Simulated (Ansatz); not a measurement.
LiF (Griceite):

```
CELL_PARAMETERS angstrom
0.00000 2.01400 2.01400
2.01400 0.00000 2.01400
2.01400 2.01400 0.00000
ATOMIC_POSITIONS crystal
F 0.50000 0.50000 0.50000
Li 0.00000 0.00000 0.00000
```

- Program: Ansatz 0.2.0
- Task: relaxation of cell and atoms
- Functional: PBEsol
- Dispersion: D3(BJ)
- Potentials or basis: all-electron LAPW, scalar-relativistic
- Basis error allowed: 0.001 eV/atom
- k mesh: 11 × 11 × 11
- Occupations: gaussian, width 0.01 eV
- Spin: no spin polarisation

At the start: volume 8.17 Å³/atom.

**Question.** Where does the relaxation end?

**Answer.** Over 5 steps the energy falls by 6.2 meV/atom and the volume is 7.71 Å³/atom (-5.6 %); space group Fm-3m (No. 225, to 0.05 Å).

The path:
```csv
step,energy change (eV),largest force (eV/Å),volume (Å³)
1,0.0000,0.0000,16.34
2,-0.0062,0.0000,16.06
3,-0.0123,0.0000,15.35
4,-0.0124,0.0000,15.42
5,-0.0124,0.0000,15.42
```

Final structure:
```yaml
crystal:
  lattice:
    - [0.00000, 1.97557, 1.97557]
    - [1.97557, 0.00000, 1.97557]
    - [1.97557, 1.97557, 0.00000]
  atoms:
    - { symbol: F, position: [0.50000, 0.50000, 0.50000] }
    - { symbol: Li, position: [0.00000, 0.00000, 0.00000] }
```
